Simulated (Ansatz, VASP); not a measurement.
**Cross-check of Sn (stanene, 1 layer) between VASP and Ansatz**

Aim: how closely do two programs agree when they are given the same cell, functional and k mesh? Of the first pair: The structure shown is the start of the Ansatz relaxation below; VASP solves that cell, so the two are compared at the walk's first step.

Calculated with Ansatz 0.2.0; plane waves, with VASP 6.6.1 beside it; single point at PBE.

### Step 1. Starting point

The cell holds 2 atoms: 2 Sn. Cell: a = 4.670 Å, b = 4.670 Å, c = 17.850 Å, α = 90.0°, β = 90.0°, γ = 120.0°. Vacuum lies along c.

### Step 2. Ansatz: relaxation, PBE

Ansatz runs on its default PAW (the set named soft_2) files.

The two programs are compared at the cell with which this relaxation starts, whose forces are those of its first step.

The input, input.yaml:

```yaml
crystal:
  lattice:
    - [4.67, 0.0, 0.0]
    - [-2.335, 4.0443386357, 0.0]
    - [0.0, 0.0, 17.85]
  atoms:
    - { symbol: Sn, position: [0.6666666667, 0.3333333333, 0.4761904762] }
    - { symbol: Sn, position: [0.3333333333, 0.6666666667, 0.5238095238] }
kpoints:
  mp_grid: { grid: [6, 6, 1] }
hamiltonian:
  xc: pbe
scf:
  occupations: { method: fermi_dirac, width: 0.05 }
  convergence: { dr2_threshold: 1.0e-08 }
efield:
  axis: 3
  dipole_correction: true
  ramp_position: 0.97
  ramp_width: 0.04
relax:
  f_tol: 0.01
  cell: { fix: [c, alpha, beta] }
output:
  write_potential: true
  write_density: true
  volumetric_format: npy
```

Launch:

```bash
$ ansatz run input.yaml --threads 4 --pin off --max-ram 8192MiB --backend cpu --events-out ev --progress --plain --runs-dir out
```

Numbers of over 12 decimals in the logs are rounded to 6 here.

What it wrote:

```text
Warning: relax.cell: scf.convergence.dr2_threshold = 1e-8 eV is looser than the 2e-10 eV advised for a relaxation that steers and ends on the stress (1e-10 eV for each atom of the cell: 2). What an SCF threshold leaves in a stress goes as its square root, and in the free energy as the threshold itself, and one threshold admits the most on a small cell: [figures from the program's tests cut] Set scf.convergence.dr2_threshold to 2e-10 eV or tighter. The threshold is an SCF's pass mark: one that does not reach it within its budget of iterations ends unconverged, or closes short of it on a stop that the run arms, and scf.convergence.dr2_threshold's page says what that costs each kind of run
Engine: ansatz 0.2.0, aarch64-unknown-linux-gnu
Pseudopotentials: kind: paw
Pseudopotential: Sn, paw, valence charge 14, recommended cutoff 420 eV (normal), Sn.paw.azcp
Functional definition: PBE
  parameter kappa = 0.804
  parameter beta = 0.066725
  exchange = pbe_x(kappa = kappa, mu = beta*pi^2/3)
  correlation = pbe_c(beta = beta)
Crystal: 2 atoms, lattice volume = 337.134 Å³
Basis set: ecut = 420 eV, 6581 PW (Γ), exchange–correlation on 64×64×240 points (8 copies of the dense FFT grid, shifted against one another)
Bands: 18, of which v1, the nominal top of the filled ones, is band 14 counted from 1 (13 counted from 0)
Symmetry: 6 space group operations
k-points: 7 of 36 (time reversal used)
Non-local potential: Sn, projectors of the file, l = 0: 2, l = 1: 2, l = 2: 2, l = 3: 2
PAW form: soft (Blöchl's): semilocal exchange-correlation on the pseudo side does not see the compensation charge
PAW one-centre angular grid: Sn, 590 points (default); XC on 64 Gauss nodes
Initial density: superposition of atomic densities (neutral atoms: chi_scale 0, normalization atom), corrected by the library's trained network
Initial wavefunctions: pseudopotential atomic-orbital guess
Functional: x = pbe(κ = 0.804, μ = 0.219515), c = pbe(β = 0.066725)
SCF iter   1: F=—  HF=-12047.520500 eV  |F-HF|=—  |Δ(HF+E_count)|=         —  Δρ=7.23e-4  dr2=5.57e-3  ethr=1.77e-3  p=0.000 e·Å  D=6.54e-5 V/Å  ΔV_dip=-0.00 eV  dr2_dipole=1.01e-7  V_vac-E_F(+/−)=4.43/4.43 eV  ⟨swp⟩=7.4  Hψ=742  notcnv=0
efield: sawtooth ramp at fractional position 0.9700 (set: `efield.ramp_position`, or a place that a band, a saddle search or an elastic batch's reference lends), width 0.0400; the density the first Hamiltonian is built on has a dipole p = 0.000 e·Å; the dipole correction subtracts the counter field D = 6.54e-5 V/Å, which shifts the + side's vacuum level by -0.00 eV against the − side's; the planar-averaged density in the ramp window peaks in size at 1.3e-5 e/Å³
preconditioner: auto → LDOS  [metal: Δε(μ)=0.284 eV  Ē_g=7.023 eV  σ=0.050 eV  W_gap=0.50  n_scr=40 (ndim 8)  ℏωp=5.7 eV  f_vac=0.715  D(μ)=1.13/eV (n_scr^D=4)  β→1.0]
SCF iter   2: F=—  HF=-12047.521341 eV  |F-HF|=—  |Δ(HF+E_count)|=   8.41e-4  Δρ=5.85e-4  dr2=1.38e-3  ethr=1.99e-5  p=-0.000 e·Å  D=-3.28e-5 V/Å  ΔV_dip=0.00 eV  dr2_dipole=5.85e-8  V_vac-E_F(+/−)=4.26/4.26 eV  ⟨swp⟩=2.6  Hψ=314  notcnv=0
SCF iter   3: F=—  HF=-12047.521221 eV  |F-HF|=—  |Δ(HF+E_count)|=   1.20e-4  Δρ=2.17e-4  dr2=2.48e-4  ethr=4.91e-6  p=-0.000 e·Å  D=-3.17e-6 V/Å  ΔV_dip=0.00 eV  dr2_dipole=3.81e-11  V_vac-E_F(+/−)=4.27/4.27 eV  ⟨swp⟩=2.0  Hψ=241  notcnv=0
SCF iter   4: F=—  HF=-12047.521161 eV  |F-HF|=—  |Δ(HF+E_count)|=   5.96e-5  Δρ=5.04e-5  dr2=2.07e-5  ethr=8.87e-7  p=0.000 e·Å  D=2.78e-6 V/Å  ΔV_dip=-0.00 eV  dr2_dipole=3.25e-10  V_vac-E_F(+/−)=4.26/4.26 eV  ⟨swp⟩=2.0  Hψ=212  notcnv=0
SCF iter   5: F=—  HF=-12047.521162 eV  |F-HF|=—  |Δ(HF+E_count)|=   9.85e-7  Δρ=1.16e-5  dr2=7.78e-7  ethr=7.38e-8  p=0.000 e·Å  D=8.94e-7 V/Å  ΔV_dip=-0.00 eV  dr2_dipole=3.57e-11  V_vac-E_F(+/−)=4.26/4.26 eV  ⟨swp⟩=3.0  Hψ=225  notcnv=0
SCF iter   6: F=—  HF=-12047.521178 eV  |F-HF|=—  |Δ(HF+E_count)|=   1.56e-5  Δρ=3.37e-6  dr2=4.05e-8  ethr=2.78e-9  p=-0.000 e·Å  D=-2.86e-7 V/Å  ΔV_dip=0.00 eV  dr2_dipole=8.50e-12  V_vac-E_F(+/−)=4.26/4.26 eV  ⟨swp⟩=2.0  Hψ=224  notcnv=0
SCF iter   7: F=-12047.521178 eV  HF=-12047.521178 eV  |F-HF|=5.73e-9  |Δ(HF+E_count)|=   1.46e-8  Δρ=6.12e-7  dr2=1.69e-9  ethr=3.57e-11  p=0.000 e·Å  D=9.30e-8 V/Å  ΔV_dip=-0.00 eV  dr2_dipole=7.95e-13  V_vac-E_F(+/−)=4.26/4.26 eV  ⟨swp⟩=9.1  Hψ=846  notcnv=0
SCF 1 converged in 7 iterations: F = -12047.521178 eV  dr2 = 1.69e-9
  greatest PAW one-centre occupation: 0.991 electrons in one spin orbital (limit 2), on the Sn atom at site 1 (counted from 0), in its partial waves of l = 2
[...]
SCF iter   5: F=—  HF=-12047.521224 eV  |F-HF|=—  |Δ(HF+E_count)|=   6.77e-8  Δρ=1.36e-5  dr2=1.27e-6  ethr=3.69e-8  p=0.000 e·Å  D=1.13e-7 V/Å  ΔV_dip=-0.00 eV  dr2_dipole=2.22e-14  V_vac-E_F(+/−)=4.26/4.26 eV  ⟨swp⟩=2.0  Hψ=155  notcnv=0
SCF iter   6: F=—  HF=-12047.521241 eV  |F-HF|=—  |Δ(HF+E_count)|=   1.71e-5  Δρ=4.40e-6  dr2=8.36e-8  ethr=4.54e-9  p=0.000 e·Å  D=4.81e-8 V/Å  ΔV_dip=-0.00 eV  dr2_dipole=1.13e-14  V_vac-E_F(+/−)=4.26/4.26 eV  ⟨swp⟩=3.0  Hψ=230  notcnv=0
SCF iter   7: F=-12047.521241 eV  HF=-12047.521241 eV  |F-HF|=5.70e-9  |Δ(HF+E_count)|=   8.96e-9  Δρ=6.19e-7  dr2=1.61e-9  ethr=3.57e-11  p=0.000 e·Å  D=3.07e-8 V/Å  ΔV_dip=-0.00 eV  dr2_dipole=3.75e-17  V_vac-E_F(+/−)=4.26/4.26 eV  ⟨swp⟩=9.0  Hψ=795  notcnv=0
SCF 4 converged in 7 iterations: F = -12047.521241 eV  dr2 = 1.61e-9
relax step   4: F+E_penalty+E_count = -12047.52124083 eV  Δ(F+E_penalty+E_count) = +1.395e-5 eV  max|allowed force component| = 1.393e-2 eV/Å  Δτ_max = 0.0071 Å  P = -0.003 GPa  Ω = 338.650 Å³  energy of the carried Pulay correction = -4.646e-5 eV  fix = [c, alpha, beta]  reactions: c +0.006 GPa  (7 SCF iters, accepted)
[...]
relax step   5: F+E_penalty+E_count = -12047.52131230 eV  Δ(F+E_penalty+E_count) = -7.147e-5 eV  max|allowed force component| = 7.367e-5 eV/Å  Δτ_max = 0.0032 Å  P = -0.001 GPa  Ω = 338.208 Å³  energy of the carried Pulay correction = -3.292e-5 eV  fix = [c, alpha, beta]  reactions: c +0.000 GPa  (5 SCF iters, accepted)
[...]
relax step   6: F+E_penalty+E_count = -12047.52133458 eV  Δ(F+E_penalty+E_count) = -2.228e-5 eV  max|allowed force component| = 5.782e-5 eV/Å  Δτ_max = 0.0000 Å  P = -0.001 GPa  Ω = 338.208 Å³  fix = [c, alpha, beta]  reactions: c -0.000 GPa  stress off target by 1.31e-3 GPa on what of the cell is left free  SCF on the basis re-selected at this cell (its energy is not comparable with the rows above)  (3 SCF iters)
basis re-selected at this cell: Δ(F+E_penalty+E_count) = -2.228e-5 eV, ΔP = -0.000 GPa vs the last step (what re-selecting the basis moved, of the pressure what is left beyond the Pulay correction that the steps carried, after the strain that the cell walked since its last selection, with what the two solves' SCF thresholds leave and, on support functions, any second-order correction that the steps lacked; it is no m [...]
SCF converged after 3 iterations
Free energy (F): -12047.521335 eV
Harris-Foulkes:  -12047.521335 eV  (|F-HF|=5.24e-10)
Internal energy: -12047.513235 eV  (E = F + TS)
E sigma→0 (E₀):  -12047.517285 eV
Entropy (-TS):   -0.008100 eV (-4.050 meV/atom)
Fermi energy:    -1.864103 eV
Dipole field:    D = 0.000000 V/Å  (p = 0.000000 e·Å, saw-weighted, corrected)
Work function:   Φ+ = 4.2574 eV   Φ− = 4.2574 eV
Levels:          The Fermi level and band energies are counted from a zero that moves with the ramp; work functions are not
--- Per-component energies (eV) ---
  E_band       = -507.820135
  E_kinetic    = 371.633325
  E_local      = -10548.770846  (includes V_loc(G=0)·N_el)
  E_nonlocal   = -64.668300
  E_hartree    = 5317.127748
  E_xc         = -763.074969
  E_vxc        = -189.237170  (∫ρ·V_xc dr)
  E_paw        = -8272.838484  (= ΣΔE_a)
  E_vpaw       = -711.032773  (= ΣTr[D̂ρ^β])
  E_aug_tail   = -0.000001  (compensation charges beyond the density's cutoff)
  E_efield     = 0.000000  (sawtooth field / dipole correction)
  E_vefield    = -0.000001  (∫n·V_field dr)
  E_ewald      = 1913.078292
  E_smearing   = -0.008100  (= −TS)
  E_closure    = 0.000000  (closes the sum)
  Σ components = -12047.521335   (vs F -12047.521335, Δ=0.00e0)
--- Forces (eV/Å), atoms counted from 1 ---
  atom   1  Sn    -0.00000000    -0.00000000    -0.00005795
  atom   2  Sn     0.00000000     0.00000000     0.00005770
  max |Σ_I F_I| component: 2.47e-7 eV/Å
--- Stress (GPa, compression-positive) ---
       -0.001310       0.000000      -0.000000
       -0.000000      -0.001310       0.000000
       -0.000000       0.000000      -0.000006
  P = ⅓ Tr σ = -0.0009 GPa (-0.009 kbar)
--- Band table (eV; the first three rows and the last of 7) ---
  k-point 0: bands = [... 10 lower, -11.0918, -5.0127, -2.1045, -2.1045, -1.6257, 0.1773, 1.3789, 1.3789]
  k-point 1: bands = [... 10 lower, -10.8574, -5.4936, -3.3036, -2.5153, -0.3293, 0.1527, 1.4400, 2.1359]
  k-point 2: bands = [... 10 lower, -10.1916, -6.9840, -3.2100, -3.0952, -0.7795, -0.0757, 2.1921, 3.1646]
  k-point 6: bands = [... 10 lower, -8.7485, -8.7485, -4.5804, -1.8645, -1.8645, 1.9014, 2.9850, 2.9850]
--- Relaxed structure (5 steps of the walk, 4 accepted, 1 SCFs on fresh bases) ---
  F+E_penalty+E_count = -12047.52133458 eV   max|allowed force component| = 5.782e-5 eV/Å   (the final SCF, on the basis selected at the relaxed cell)
  cell:  # Å, volume = 338.2077 Å³
    - [4.677430, 0, 0]
    - [-2.338715, 4.050773, 0]
    - [0, 0, 17.85]
  atoms:
    - { symbol: Sn, position: [0.666667, 0.333333, 0.476101] }
    - { symbol: Sn, position: [0.333333, 0.666667, 0.523899] }
```

In the SCF lines HF is the Harris–Foulkes energy and dr2 the Hartree energy of the density residual, in eV; the loop may stop once dr2 is under the threshold and the program's other checks hold. Hψ counts applications of the Hamiltonian.

### Step 3. VASP: single point, PBE, start cell, pair 1

The same cell, functional, mesh and smearing now go to VASP, with its own data sets.

Lines of VASP's logs that name or quote its potential files are left out, and so is its time.

The input, INCAR:

```
SYSTEM = Sn
PREC = Accurate
ENCUT = 400
EDIFF = 1E-06
NELM = 120
ISMEAR = -1
SIGMA = 0.05
LREAL = .FALSE.
ALGO = Normal
GGA = PE
NBANDS = 20
LORBIT = 11
LWAVE = .FALSE.
LCHARG = .FALSE.
ISIF = 2
LDIPOL = .TRUE.
IDIPOL = 3
DIPOL = 0.5 0.5 0.5
LVHAR = .TRUE.
LASPH = .TRUE.
GGA_COMPAT = .FALSE.
NELMDL = -8
```

The input, POSCAR:

```
Sn
1.0
    4.6700000000      0.0000000000      0.0000000000
   -2.3350000000      4.0443390000      0.0000000000
    0.0000000000      0.0000000000     17.8500000000
Sn
2
Direct
    0.6666666667      0.3333333333      0.4761904762
    0.3333333333      0.6666666667      0.5238095238
```

The input, KPOINTS:

```
Automatic mesh
0
Gamma
6 6 1
0 0 0
```

The projector-augmented-wave data sets are Sn_d (PBE family, release 64).

Launch:

```bash
$ mpirun -np 1 vasp_std
```

What it wrote:

```text
[banner, memory and clock lines left out]
running    1 mpi-ranks, on    1 nodes
 distrk:  each k-point on    1 cores,    1 groups
 distr:  one band on    1 cores,    1 groups

 POSCAR found type information on POSCAR Sn
 POSCAR found :  1 types and       2 ions
 LDA part: xc-table for (Slater+PW92), standard interpolation
 POSCAR, INCAR and KPOINTS ok, starting setup
 FFT: planning ... GRIDC
 FFT: planning ... GRID_SOFT
 FFT: planning ... GRID
 WAVECAR not read
 entering main loop
       N       E                     dE             d eps       ncg     rms          rms(c)
DAV:   1     0.163804406392E+03    0.16380E+03   -0.11876E+04   352   0.942E+02
DAV:   2     0.518595146836E+01   -0.15862E+03   -0.15677E+03   324   0.254E+02
DAV:   3    -0.653363430680E+01   -0.11720E+02   -0.11695E+02   352   0.924E+01
DAV:   4    -0.688691348507E+01   -0.35328E+00   -0.35308E+00   316   0.188E+01
DAV:   5    -0.690687884990E+01   -0.19965E-01   -0.19965E-01   424   0.370E+00
DAV:   6    -0.690713429556E+01   -0.25545E-03   -0.25545E-03   420   0.384E-01
DAV:   7    -0.690713981193E+01   -0.55164E-05   -0.55166E-05   412   0.537E-02
DAV:   8    -0.690713996136E+01   -0.14943E-06   -0.14935E-06   276   0.981E-03    0.265E+00
DAV:   9    -0.683371756795E+01    0.73422E-01   -0.39239E-02   312   0.237E+00    0.157E+00
DAV:  10    -0.678684626307E+01    0.46871E-01   -0.12979E-01   364   0.332E+00    0.190E-01
DAV:  11    -0.678710656295E+01   -0.26030E-03   -0.19954E-02   320   0.179E+00    0.109E-01
DAV:  12    -0.678608265738E+01    0.10239E-02   -0.18184E-03   376   0.319E-01    0.575E-02
DAV:  13    -0.678586270514E+01    0.21995E-03   -0.22619E-04   376   0.216E-01    0.204E-02
DAV:  14    -0.678612299251E+01   -0.26029E-03   -0.19205E-04   324   0.772E-02    0.274E-02
DAV:  15    -0.678655958771E+01   -0.43660E-03   -0.22858E-04   368   0.130E-01    0.123E-02
DAV:  16    -0.678658670576E+01   -0.27118E-04   -0.23375E-05   304   0.542E-02    0.829E-03
DAV:  17    -0.678667695100E+01   -0.90245E-04   -0.22025E-05   296   0.371E-02    0.364E-03
DAV:  18    -0.678668033852E+01   -0.33875E-05   -0.69377E-06   264   0.139E-02    0.451E-03
DAV:  19    -0.678672858107E+01   -0.48243E-04   -0.31453E-06   272   0.120E-02    0.143E-03
DAV:  20    -0.678676358827E+01   -0.35007E-04   -0.19014E-06   264   0.793E-03    0.140E-03
DAV:  21    -0.678679423949E+01   -0.30651E-04   -0.21631E-06   244   0.478E-03    0.556E-04
DAV:  22    -0.678679962313E+01   -0.53836E-05   -0.22379E-07   272   0.314E-03    0.365E-04
DAV:  23    -0.678680249085E+01   -0.28677E-05   -0.13335E-07   236   0.130E-03    0.143E-04
DAV:  24    -0.678680293892E+01   -0.44807E-06   -0.14588E-08   216   0.545E-04
   1 F= -.67868029E+01 E0= -.67827562E+01  d E =-.809355E-02
```

(Continued in part 2 of 2.)

[Lines on the potential files, build, host, timing and source positions are cut from VASP's logs without a mark.]

[Logs are printed without paths, hosts, clocks, repeated set-up lines and the standing remarks that a program may print on its own settings, such as how far it seeks lower states.]

[Hosts, paths, dates, database ids (printed as entryN), source tags and the programs' standing remarks are cut or masked in the printed files.]
